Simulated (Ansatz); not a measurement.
# CuO: the cost of one run

Program: Ansatz 0.2.0. Level of theory: DFT LDA+U (U = 3 eV, J = 0.9 eV on Cu d), plane waves, PAW. These are calculated values, not measurements.

## (1) Starting point

It takes space group Cc (No. 9, monoclinic). The conventional cell has a = 4.689 Å, b = 3.427 Å, c = 5.132 Å, α = 90.00°, β = 99.65°, γ = 90.00°. Around Cu (site symmetry 1) lie 4 O at 1.91 to 2.02 Å. Around O (site symmetry 1) lie 4 Cu at 1.91 to 2.02 Å.

Structure file:

```xyz
4
Lattice="2.3446 -1.7134 0.0000 2.3446 1.7134 0.0000 -0.8605 0.0000 5.0594" Properties=species:S:1:pos:R:3 pbc="T T T"
Cu    1.1723    0.8457    0.0000
Cu    0.7420   -0.8457    2.5297
O     2.0724   -0.2841    1.2836
O     1.6421    0.2841    3.8133
```

Magnetic order typed: ferromagnetic.

An earlier series on this cell reached its lowest free state from «from atoms, default search», perhaps among other starts.

## (2) Random orbitals: single harmonics, second filling

Input file input.yaml:

```yaml
crystal:
  lattice:
    - [2.34464976, -1.71339982, 0.0]
    - [2.34464976, 1.71339982, 0.0]
    - [-0.86054991, 0.0, 5.05943948]
  atoms:
    - { symbol: Cu, position: [0.0032, 0.4968, 0.0], spin: 1.0 }
    - { symbol: Cu, position: [0.4968, 0.0032, 0.5], spin: 1.0 }
    - { symbol: O, position: [0.5714, 0.4056, 0.2537] }
    - { symbol: O, position: [0.4056, 0.5714, 0.7537] }
basis:
  ecutwfc: 420
  ecutrho_ratio: 4
kpoints:
  mp_grid: { grid: [7, 7, 4] }
hamiltonian:
  xc: lda
  hubbard:
    sites:
      - { site: 0, l: d, u: 3.0, j: 0.9, starting_ns: [{ spin: up, occupation_matrix: s0up }, { spin: down, occupation_matrix: s0down }] }
      - { site: 1, l: d, u: 3.0, j: 0.9, starting_ns: [{ spin: up, occupation_matrix: s1up }, { spin: down, occupation_matrix: s1down }] }
    occupation_matrices:
      s0up:
        matrix:
          - [0.97, 0.0, 0.0, 0.0, 0.0]
          - [0.0, 0.97, 0.0, 0.0, 0.0]
          - [0.0, 0.0, 0.97, 0.0, 0.0]
          - [0.0, 0.0, 0.0, 0.97, 0.0]
          - [0.0, 0.0, 0.0, 0.0, 0.97]
      s0down:
        matrix:
          - [0.02, 0.0, 0.0, 0.0, 0.0]
          - [0.0, 0.97, 0.0, 0.0, 0.0]
          - [0.0, 0.0, 0.97, 0.0, 0.0]
          - [0.0, 0.0, 0.0, 0.97, 0.0]
          - [0.0, 0.0, 0.0, 0.0, 0.97]
      s1up:
        matrix:
          - [0.97, 0.0, 0.0, 0.0, 0.0]
          - [0.0, 0.97, 0.0, 0.0, 0.0]
          - [0.0, 0.0, 0.97, 0.0, 0.0]
          - [0.0, 0.0, 0.0, 0.97, 0.0]
          - [0.0, 0.0, 0.0, 0.0, 0.97]
      s1down:
        matrix:
          - [0.02, 0.0, 0.0, 0.0, 0.0]
          - [0.0, 0.97, 0.0, 0.0, 0.0]
          - [0.0, 0.0, 0.97, 0.0, 0.0]
          - [0.0, 0.0, 0.0, 0.97, 0.0]
          - [0.0, 0.0, 0.0, 0.0, 0.97]
    ns_hold: { iters: 12 }
scf:
  occupations: { method: gaussian, width: 0.05 }
  lower_state_search: "off"
  max_iter: 150
output:
  forces: true
  stress: true
  eigenvalues: true
  populations: true
  hubbard: { sites: [{ site: 0, l: d }, { site: 1, l: d }] }
magnetization:
  spin_polarized: true
```

The typed matrices put 0.97 on the chosen orbitals and 0.02 on the others, and are held for 12 cycles.

Run with:

```
$ ansatz run input.yaml --threads 2 --pin off --max-ram 3072MiB --backend cpu --events-out ev --progress --plain --runs-dir out
```

**Question.** How long does this run take on 2 threads of AMD EPYC 9R45 (Zen 5), shared host, and how much memory does it need?

About 10 s, with a peak of 0.49 GiB.
